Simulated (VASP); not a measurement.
# TiPt3 (Pm-3m) in VASP: settings compared

Aim: see how the results for TiPt3 move with the level of theory and the settings. Levels: PBEsol, AM05, LDA. Tasks: relaxation of cell and atoms.

Everything below comes from runs of VASP 6.6.1. Logs are shortened: lines on timing, memory, paths and dates and some standing lists are left out, and cuts for length are marked.

### 1 The structure

The structure is cubic, space group Pm-3m (No. 221). Conventional cell: a = 3.897 Å, b = 3.897 Å, c = 3.897 Å, α = 90.00°, β = 90.00°, γ = 90.00°. Ti (site symmetry m-3m) has 12 Pt at 2.76 Å as nearest neighbours. Pt (site symmetry 4/mmm) is surrounded by 4 Ti at 2.76 Å and 8 Pt at 2.76 Å.

### 2 Relaxation of cell and atoms, PBEsol

Input file INCAR:

```
ALGO = Normal
EDIFF = 1E-6
EDIFFG = -0.01
ENCUT = 600
GGA = PS
IBRION = 2
ISIF = 3
ISMEAR = 1
LASPH = T
LCHARG = F
LREAL = F
LWAVE = F
NELM = 80
NSW = 90
PREC = Accurate
SIGMA = 0.1
```

Input file KPOINTS:

```
k-points
0
Gamma
  10 10 10
```

Input file POSCAR:

```
TiPt3
1.0
    3.8970000000      0.0000000000      0.0000000000
    0.0000000000      3.8970000000      0.0000000000
    0.0000000000      0.0000000000      3.8970000000
Ti Pt
1 3
Direct
    0.0000000000      0.0000000000      0.0000000000
    0.0000000000      0.5000000000      0.5000000000
    0.5000000000      0.0000000000      0.5000000000
    0.5000000000      0.5000000000      0.0000000000
```

Potentials or basis: VASP PAW PBE potentials, release 64 (Ti_sv, Pt).

Run with:

```sh
$ cat potpaw_PBE.64/Ti_sv/POTCAR potpaw_PBE.64/Pt/POTCAR > POTCAR
$ mpirun -np 1 vasp_std > vasp.out
```

OUTCAR:

```text
EDIFF = 1E-6
   EDIFFG = -0.01
   ENCUT = 600
   GGA = PS
   IBRION = 2
   ISIF = 3
   ISMEAR = 1
   LASPH = T
   LREAL = F
   NELM = 80
   NSW = 90
   PREC = Accurate

 ion  position               nearest neighbor table
   1  0.000  0.000  0.000-   2 2.76   3 2.76   4 2.76   2 2.76   3 2.76   2 2.76   4 2.76   2 2.76
                             3 2.76   4 2.76   3 2.76   4 2.76
   2  0.000  0.500  0.500-   1 2.76   3 2.76   4 2.76   1 2.76   4 2.76   1 2.76   3 2.76   1 2.76
                             3 2.76   4 2.76   4 2.76   3 2.76
   3  0.500  0.000  0.500-   1 2.76   2 2.76   4 2.76   1 2.76   4 2.76   2 2.76   4 2.76   4 2.76
                             1 2.76   2 2.76   1 2.76   2 2.76
   4  0.500  0.500  0.000-   1 2.76   2 2.76   3 2.76   2 2.76   3 2.76   1 2.76   3 2.76   3 2.76
                             1 2.76   2 2.76   2 2.76   1 2.76

  LATTYP: Found a simple cubic cell.
 ALAT       =     3.8970000000

  Lattice vectors:

 A1 = (   3.8970000000,   0.0000000000,   0.0000000000)
 A2 = (   0.0000000000,   3.8970000000,   0.0000000000)
 A3 = (   0.0000000000,   0.0000000000,   3.8970000000)

Analysis of symmetry for initial positions (statically):
=====================================================================
 Subroutine PRICEL returns:
 Original cell was already a primitive cell.

 Routine SETGRP: Setting up the symmetry group for a
 simple cubic supercell.

 Subroutine GETGRP returns: Found 48 space group operations
 (whereof 48 operations were pure point group operations)
 out of a pool of 48 trial point group operations.

The static configuration has the point symmetry O_h .

Analysis of symmetry for dynamics (positions and initial velocities):
=====================================================================
 Subroutine PRICEL returns:
 Original cell was already a primitive cell.

 Routine SETGRP: Setting up the symmetry group for a
 simple cubic supercell.

 Subroutine GETGRP returns: Found 48 space group operations
 (whereof 48 operations were pure point group operations)
 out of a pool of 48 trial point group operations.

The dynamic configuration has the point symmetry O_h .

 Subroutine INISYM returns: Found 48 space group operations
 (whereof 48 operations are pure point group operations),
 and found     1 'primitive' translations

----------------------------------------------------------------------------------------

                                     Primitive cell

  volume of cell :      59.1822

  direct lattice vectors                    reciprocal lattice vectors
[... 104 lines left out ...]
   EMIN   =  10.00;   EMAX   =-10.00  energy-range for DOS
   EFERMI =   0.00;   METHOD = LEGACY
   ISMEAR =     1;   SIGMA  =   0.10  broadening in eV -4-tet -1-fermi 0-gaus
   EFERMI_NEDOS =   21; number of points for ismear=-14 and -15
   IALGO  =     38    algorithm
   IMIX   =      4    mixing-type and parameters
     AMIX     =   0.40;   BMIX     =  1.00
     AMIX_MAG =   1.60;   BMIX_MAG =  1.00
  volume/ion in A,a.u.               =      14.80        99.85
  Fermi-wavevector in a.u.,A,eV,Ry     =   1.460251  2.759474 29.012153  2.132333
  Thomas-Fermi vector in A             =   2.576723
   LORBIT       =      0    0 simple, 1 ext, 2 COOP (PROOUT), +10 PAW based schemes
   GGA     = PS    functional components
   LHFCALC =     F    Hartree Fock is set to
   AEXX    =    0.0000 exact exchange contribution
   IVDW    =     0    specifies the selected vdW correction
   LEPSILON=     F    determine dielectric tensor
   LRPA    =     F    only Hartree local field effects (RPA)
 conjugate gradient relaxation of ions
 non-spin polarized calculation
 Methfessel and Paxton  Order N= 1 SIGMA  =   0.10
  energy-cutoff  :      600.00
  volume of cell :       59.18
 maximum number of plane-waves:      2000
 NGX is ok and might be reduce to    32
   NGX = 15   NGY = 15   NGZ = 15

--------------------------------------- Ionic step        1  -------------------------------------------

 number of electron      41.9999998 magnetization

 Free energy of the ion-electron system (eV)
  ---------------------------------------------------
  ext. energy  EPLUGINS =         0.00000000
  ---------------------------------------------------
  free energy    TOTEN  =       -32.76152760 eV

  energy without entropy =      -32.76163700  energy(sigma->0) =      -32.76156407

------------------------ aborting loop because EDIFF is reached ----------------------------------------

  FORCE on cell =-STRESS in cart. coord.  units (eV):
  Direction    XX          YY          ZZ          XY          YZ          ZX
  --------------------------------------------------------------------------------------
  -------------------------------------------------------------------------------------
  Total        0.1100084      0.1100084      0.1100084      0.0000000      0.0000000     -0.0000000
  in kB        2.9781397      2.9781397      2.9781397      0.0000000      0.0000000     -0.0000000
  external PRESSURE =       2.9781397 kB  Pullay stress =       0.0000000 kB
[... 63 lines left out ...]
--------------------------------------- Ionic step        3  -------------------------------------------

 number of electron      41.9999998 magnetization

 Free energy of the ion-electron system (eV)
  ---------------------------------------------------
  ext. energy  EPLUGINS =         0.00000000
  ---------------------------------------------------
  free energy    TOTEN  =       -32.76158899 eV

  energy without entropy =      -32.76168880  energy(sigma->0) =      -32.76162226

 E-fermi :  11.7074     XC(G=0): -13.4169

 val. band max:       11.6720864969   @ k =   0.5000   0.1000   0.0000
 cond. band min:      11.7305721047   @ k =   0.4000   0.1000   0.1000
 fundamental gap:      0.0584856078
 Fermi energy:        11.7074476765

 k-point     1 :       0.0000    0.0000    0.0000
  band No.  band energies     occupation
      1     -46.2643      2.00000
      2     -22.5849      2.00000
      3     -22.5849      2.00000
      4     -22.5849      2.00000
      5       1.4092      2.00000
      6       4.2456      2.00000
[... 661 lines left out ...]
     24      12.7036     -0.00000
     25      12.8260     -0.00000

 [... further k-points ...]

------------------------ aborting loop because EDIFF is reached ----------------------------------------

  FORCE on cell =-STRESS in cart. coord.  units (eV):
  Direction    XX          YY          ZZ          XY          YZ          ZX
  --------------------------------------------------------------------------------------
  -------------------------------------------------------------------------------------
  Total        0.0033283      0.0033283      0.0033283      0.0000000      0.0000000     -0.0000000
  in kB        0.0900077      0.0900077      0.0900077      0.0000000      0.0000000     -0.0000000
  external PRESSURE =       0.0900077 kB  Pullay stress =       0.0000000 kB
[... 19 lines left out ...]
  FREE ENERGIE OF THE ION-ELECTRON SYSTEM (eV)
  ---------------------------------------------------
  free  energy   TOTEN  =       -32.7615889907 eV

  energy  without entropy=      -32.7616887956  energy(sigma->0) =      -32.76162226

 reached required accuracy - stopping structural energy minimisation
```

OSZICAR:

```text
N       E                     dE             d eps       ncg     rms          rms(c)
DAV:   1     0.412874585463E+03    0.41287E+03   -0.23314E+04  2800   0.202E+03
DAV:   2     0.927334750736E+00   -0.41195E+03   -0.40413E+03  2997   0.486E+02
DAV:   3    -0.350728837942E+02   -0.36000E+02   -0.34583E+02  4171   0.119E+02
[... 27 lines left out ...]
DAV:   4    -0.327615300566E+02    0.76833E-03   -0.47727E-03  3850   0.397E-01    0.580E-02
DAV:   5    -0.327615648947E+02   -0.34838E-04   -0.10919E-04  3596   0.658E-02    0.256E-02
DAV:   6    -0.327615876812E+02   -0.22787E-04   -0.73483E-05  4259   0.302E-02    0.140E-02
DAV:   7    -0.327615887333E+02   -0.10520E-05   -0.19272E-06  2441   0.851E-03    0.889E-03
DAV:   8    -0.327615889907E+02   -0.25746E-06   -0.92553E-07  1928   0.755E-03
   3 F= -.32761589E+02 E0= -.32761622E+02  d E =-.613867E-04
```

CONTCAR:

```text
TiPt3
   1.00000000000000
     3.8983630351402567    0.0000000000000000   -0.0000000000000000
     0.0000000000000000    3.8983630351402567    0.0000000000000000
    -0.0000000000000000    0.0000000000000000    3.8983630351402567
  Ti              Pt
     1     3
Direct
     0.0000000000000000    0.0000000000000000    0.0000000000000000
     0.0000000000000000    0.5000000000000000    0.5000000000000000
     0.5000000000000000    0.0000000000000000    0.5000000000000000
     0.5000000000000000    0.5000000000000000    0.0000000000000000

  0.00000000E+00  0.00000000E+00  0.00000000E+00
  0.00000000E+00  0.00000000E+00  0.00000000E+00
  0.00000000E+00  0.00000000E+00  0.00000000E+00
  0.00000000E+00  0.00000000E+00  0.00000000E+00
```

It took 1.8 min on 1 thread of AMD EPYC 9R45 (Zen 5), shared host; peak memory 0.21 GiB.

Results:

- Free energy: -32.7616 eV
- Relaxed volume: 14.81 Å³/atom
- Relaxed cell: a = 3.898 Å, b = 3.898 Å, c = 3.898 Å, α = 90.00°, β = 90.00°, γ = 90.00°
- Space group after relaxing (to 0.05 Å): Pm-3m (No. 221)
- Energy gained by relaxing: 0.0 meV/atom
- Ionic steps: 3
- Pressure after relaxing: 0.0 GPa
- Band gap on the k mesh: none (metal or under the smearing width)

Final structure:
```
Ti Pt
1.0
     3.89836    0.00000    0.00000
     0.00000    3.89836    0.00000
     0.00000    0.00000    3.89836
Ti Pt
1 3
Direct
  0.00000 0.00000 0.00000
  0.00000 0.50000 0.50000
  0.50000 0.00000 0.50000
  0.50000 0.50000 0.00000
```

Caveat: the PAW data sets were made with another functional, which shifts forces and pressure a little. The run has no spin-orbit coupling, so splittings on Pt are missing.

### 3 Relaxation of cell and atoms, PBEsol

Edit INCAR of step 2 so:

```diff
@@ -1,4 +1,4 @@
 ALGO = Normal
-EDIFF = 1E-6
-EDIFFG = -0.01
+EDIFF = 1E-7
+EDIFFG = -0.005
 ENCUT = 600
```

KPOINTS is that of step 2.

Input file POSCAR:

```
TiPt3                                   
1.0
    3.8983630351      0.0000000000     -0.0000000000
    0.0000000000      3.8983630351      0.0000000000
   -0.0000000000      0.0000000000      3.8983630351
  Ti              Pt            
     1     3
Direct
     0.0000000000000000    0.0000000000000000    0.0000000000000000
     0.0000000000000000    0.5000000000000000    0.5000000000000000
     0.5000000000000000    0.0000000000000000    0.5000000000000000
     0.5000000000000000    0.5000000000000000    0.0000000000000000
```

Potentials or basis: VASP PAW PBE potentials, release 64 (Ti_sv, Pt).

Run with:

```sh
$ cat potpaw_PBE.64/Ti_sv/POTCAR potpaw_PBE.64/Pt/POTCAR > POTCAR
$ mpirun -np 1 vasp_std > vasp.out
```

Wall time 59 s (1 thread of AMD EPYC 9R45 (Zen 5), shared host); peak memory 0.21 GiB.

The run converged. Its results:

```
Free energy             : -32.7616 eV
Pressure after relaxing : 0.0 GPa
Band gap on the k mesh  : none (metal or under the smearing width)
```

Final structure:
```xyz
4
Lattice="3.8984 0.0000 0.0000 0.0000 3.8984 0.0000 0.0000 0.0000 3.8984" Properties=species:S:1:pos:R:3 pbc="T T T"
Ti    0.0000    0.0000    0.0000
Pt    0.0000    1.9492    1.9492
Pt    1.9492    0.0000    1.9492
Pt    1.9492    1.9492    0.0000
```

Levels at points of the mesh, in eV from the Fermi level:
| k point | band 18 | band 19 | band 20 | band 21 | band 22 | band 23 | band 24 | band 25 |
| --- | --- | --- | --- | --- | --- | --- | --- | --- |
| (0.00, 0.00, 0.00) | 0.03 | 0.03 | 0.03 | 1.38 | 1.38 | 1.52 | 1.52 | 1.52 |
| (0.50, 0.00, 0.00) | -2.70 | -2.64 | -1.39 | -0.23 | -0.23 | 0.03 | 0.43 | 0.74 |
| (0.50, 0.50, 0.00) | -3.15 | -2.51 | -2.32 | -2.29 | 0.19 | 0.19 | 0.34 | 1.47 |
| (0.50, 0.50, 0.50) | -0.76 | -0.76 | -0.76 | -0.47 | -0.47 | -0.47 | 1.19 | 1.19 |

Caveat: the relaxation stopped at its first step, so nothing moved; the PAW data sets were made with another functional, which shifts forces and pressure a little.

### 4 Relaxation of cell and atoms, AM05

Input file INCAR:

```
PREC     = Accurate       # precision mode
ENCUT    = 600            # plane-wave cutoff, eV
EDIFF    = 1E-6           # SCF threshold, eV
ISMEAR   = 1              # smearing method
SIGMA    = 0.1            # smearing width, eV
LREAL    = False          # projectors in reciprocal space
LASPH    = True           # aspherical terms in the spheres
NELM     = 80             # most SCF steps
ALGO     = Normal         # electronic algorithm
ISIF     = 3              # what is computed and relaxed
LWAVE    = False          # write WAVECAR
LCHARG   = False          # write CHGCAR
GGA      = AM             # functional
IBRION   = 2              # ionic algorithm
NSW      = 90             # ionic steps
EDIFFG   = -0.01          # ionic threshold
```

Input file KPOINTS:

```
regular mesh
0
Gamma
  10 10 10
```

Input file POSCAR:

```
TiPt3
1.0
    3.8970000000      0.0000000000      0.0000000000
    0.0000000000      3.8970000000      0.0000000000
    0.0000000000      0.0000000000      3.8970000000
Ti Pt
1 3
Direct
    0.0000000000      0.0000000000      0.0000000000
    0.0000000000      0.5000000000      0.5000000000
    0.5000000000      0.0000000000      0.5000000000
    0.5000000000      0.5000000000      0.0000000000
```

Potentials or basis: VASP PAW PBE potentials, release 64 (Ti_sv, Pt).

Run with:

```sh
$ cat potpaw_PBE.64/Ti_sv/POTCAR potpaw_PBE.64/Pt/POTCAR > POTCAR
$ mpirun -np 1 vasp_std > vasp.out
```

OUTCAR:

```text
PREC = Accurate
   ENCUT = 600
   EDIFF = 1E-6
   ISMEAR = 1
   LREAL = False
   LASPH = True
   NELM = 80
   ISIF = 3
   GGA = AM
   IBRION = 2
   NSW = 90
   EDIFFG = -0.01

 ion  position               nearest neighbor table
   1  0.000  0.000  0.000-   2 2.76   3 2.76   4 2.76   2 2.76   3 2.76   2 2.76   4 2.76   2 2.76
                             3 2.76   4 2.76   3 2.76   4 2.76
   2  0.000  0.500  0.500-   1 2.76   3 2.76   4 2.76   1 2.76   4 2.76   1 2.76   3 2.76   1 2.76
                             3 2.76   4 2.76   4 2.76   3 2.76
   3  0.500  0.000  0.500-   1 2.76   2 2.76   4 2.76   1 2.76   4 2.76   2 2.76   4 2.76   4 2.76
                             1 2.76   2 2.76   1 2.76   2 2.76
   4  0.500  0.500  0.000-   1 2.76   2 2.76   3 2.76   2 2.76   3 2.76   1 2.76   3 2.76   3 2.76
                             1 2.76   2 2.76   2 2.76   1 2.76

  LATTYP: Found a simple cubic cell.
 ALAT       =     3.8970000000

[... 271 lines left out ...]

  energy without entropy =      -31.59741847  energy(sigma->0) =      -31.59735065

 E-fermi :  11.7992     XC(G=0): -13.4515

 val. band max:       11.7644666811   @ k =   0.5000   0.1000   0.0000
 cond. band min:      11.8216470498   @ k =   0.4000   0.1000   0.1000
 fundamental gap:      0.0571803687
 Fermi energy:        11.7991989989

 k-point     1 :       0.0000    0.0000    0.0000
  band No.  band energies     occupation
      1     -46.0602      2.00000
      2     -22.4510      2.00000
      3     -22.4510      2.00000
      4     -22.4510      2.00000
      5       1.4454      2.00000
      6       4.2721      2.00000
[... 661 lines left out ...]
     24      12.7994     -0.00000
     25      12.9228     -0.00000

 [... further k-points ...]

------------------------ aborting loop because EDIFF is reached ----------------------------------------

  FORCE on cell =-STRESS in cart. coord.  units (eV):
  Direction    XX          YY          ZZ          XY          YZ          ZX
  --------------------------------------------------------------------------------------
  -------------------------------------------------------------------------------------
  Total        0.0081029      0.0081029      0.0081029      0.0000000      0.0000000     -0.0000000
  in kB        0.2204437      0.2204437      0.2204437      0.0000000      0.0000000     -0.0000000
  external PRESSURE =       0.2204437 kB  Pullay stress =       0.0000000 kB
[... 19 lines left out ...]
  FREE ENERGIE OF THE ION-ELECTRON SYSTEM (eV)
  ---------------------------------------------------
  free  energy   TOTEN  =       -31.5973167329 eV

  energy  without entropy=      -31.5974184695  energy(sigma->0) =      -31.59735065

 reached required accuracy - stopping structural energy minimisation
```

Wall time 2.7 min (1 thread of Intel Xeon Platinum 8259CL at 2.50GHz (Skylake/Cascade Lake), shared host); peak memory 0.25 GiB.

What came out:

| Item | Value |
| --- | --- |
| Free energy | -31.5973 eV |
| Relaxed volume | 14.72 Å³/atom |
| Relaxed cell | a = 3.891 Å, b = 3.891 Å, c = 3.891 Å, α = 90.00°, β = 90.00°, γ = 90.00° |
| Space group after relaxing (to 0.05 Å) | Pm-3m (No. 221) |
| Energy gained by relaxing | 0.3 meV/atom |
| Ionic steps | 3 |
| Pressure after relaxing | 0.0 GPa |
| Band gap on the k mesh | none (metal or under the smearing width) |

The path:
```
step  energy change (eV)  largest force (eV/Å)  pressure (GPa)  volume (Å³)
   1              0.0000                0.0000           -1.31        59.18
   2              0.0068                0.0000            3.50        58.15
   3             -0.0012                0.0000            0.02        58.89
```

Final structure:
```cif
data_structure
_symmetry_space_group_name_H-M 'P 1'
_symmetry_Int_Tables_number 1
_cell_length_a 3.8906
_cell_length_b 3.8906
_cell_length_c 3.8906
_cell_angle_alpha 90.000
_cell_angle_beta 90.000
_cell_angle_gamma 90.000
_cell_volume 58.89
loop_
_atom_site_label
_atom_site_type_symbol
_atom_site_fract_x
_atom_site_fract_y
_atom_site_fract_z
_atom_site_occupancy
Ti1 Ti 0.00000 0.00000 0.00000 1
Pt1 Pt 0.00000 0.50000 0.50000 1
Pt2 Pt 0.50000 0.00000 0.50000 1
Pt3 Pt 0.50000 0.50000 0.00000 1
```

Levels at points of the mesh, in eV from the Fermi level:
```
           k point  band 18  band 19  band 20  band 21  band 22  band 23  band 24  band 25
(0.00, 0.00, 0.00)     0.03     0.03     0.03     1.38     1.38     1.51     1.51     1.51
(0.50, 0.00, 0.00)    -2.72    -2.65    -1.40    -0.23    -0.23     0.03     0.42     0.74
(0.50, 0.50, 0.00)    -3.17    -2.54    -2.34    -2.31     0.19     0.19     0.33     1.48
(0.50, 0.50, 0.50)    -0.78    -0.78    -0.78    -0.47    -0.47    -0.47     1.20     1.20
```

Caveat: the PAW data sets were made with another functional, which shifts forces and pressure a little.

(Part 1 of 2 ends here.)
